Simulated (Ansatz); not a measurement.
**InAs: strain energy, fitted**

InAs, F-43m, a = 6.087 Å. Ansatz: PBEsol, PAW, 420 eV, Γ-centred 12×12×10 mesh on 4 atoms, Gaussian smearing 0.10 eV; no spin polarisation. Series: biaxial strain in the a-b plane, c and atoms relaxed; x is the strain in per cent. The axes a, b, c are those of the computed cell (4.304, 4.304, 6.087 Å), along [1 1 0], [-1 1 0], [0 0 1] of the cell named above. y is the free energy over the unstrained cell, V0 = 28.194 Å³/atom.

```tsv
x (%)	y (meV/atom)
-3.0	12.44
-2.0	5.41
-1.0	?
0.0	0.00
1.0	1.26
2.0	4.92
3.0	10.84
```

Problem. Fit y = c2 x² + c3 x³ to the other rows, turn c2 into a modulus, and predict the missing energy.

Solution. Least squares on the rows shown. y = 1.293 x² − 0.02971 x³. In eV per unit strain² c2 is 12.93; M is the biaxial modulus (E = M V0 ε²): 12.93 × 160.2 / (28.194) = 73 GPa. At x = -1.0 the fit asked for gives 1.32 meV/atom. The run gave 1.32 meV/atom, the same to the digits shown.